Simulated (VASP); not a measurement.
TePb: relaxation of cell and atoms with PBEsol+D3

TePb:

```
CELL_PARAMETERS angstrom
0.00000 3.23100 3.23100
3.23100 0.00000 3.23100
3.23100 3.23100 0.00000
ATOMIC_POSITIONS crystal
Pb 0.00000 0.00000 0.00000
Te 0.50000 0.50000 0.50000
```

```yaml
Program: VASP 6.6.1
Task: relaxation of cell and atoms
Functional: PBEsol
Dispersion: D3
Potentials_or_basis: VASP PAW PBE potentials, release 64 (Pb_d, Te)
Cutoff: 600 eV
k_mesh: 7 × 7 × 7
Occupations: fermi-dirac, width 0.05 eV
Spin: no spin polarisation
Further_INCAR_settings: ALGO = Normal; EDIFF = 1e-07; IBRION = 2; EDIFFG = -0.01; NSW = 40; ISIF = 3
```

The relaxed volume is 32.77 Å³/atom, the relaxed cell is a = 4.526 Å, b = 4.526 Å, c = 4.526 Å, α = 60.00°, β = 60.00°, γ = 60.00° and the space group after relaxing (to 0.05 Å) is Fm-3m (No. 225). The energy gained by relaxing is 4.0 meV/atom and the ionic steps are 3. The pressure after relaxing is 0.0 GPa and the dispersion energy per atom is -0.227 eV.

Step by step:
| step | energy change (eV) | largest force (eV/Å) | pressure (GPa) | volume (Å³) |
| --- | --- | --- | --- | --- |
| 1 | 0.0000 | 0.0000 | -1.29 | 67.46 |
| 2 | -0.0068 | 0.0000 | 0.53 | 64.85 |
| 3 | -0.0079 | 0.0000 | 0.00 | 65.54 |

Final structure:
```xyz
2
Lattice="0.0000 3.2001 3.2001 3.2001 0.0000 3.2001 3.2001 3.2001 0.0000" Properties=species:S:1:pos:R:3 pbc="T T T"
Pb    0.0000    0.0000    0.0000
Te    3.2001    3.2001    3.2001
```

Levels at points of the mesh, in eV from the Fermi level:
```csv
k point,band 7,band 8,band 9,band 10,band 11,band 12,band 13,band 14
"(0.00, 0.00, 0.00)",-5.89,-1.80,-1.80,-1.80,3.74,3.74,3.74,5.34
```

It took 67 s on 1 thread of Intel(R) Xeon(R) Platinum 8375C CPU @ 2.90GHz (Ice Lake), with other jobs on the host, peak memory 0.25 GiB.

Caveat: this odd mesh misses L, where the gap lies, so gap, dielectric constants and Born charges aren't listed; the PAW data sets were made with another functional, which shifts forces and pressure a little. Spin-orbit coupling is left out, which matters for the levels of Pb, Te.
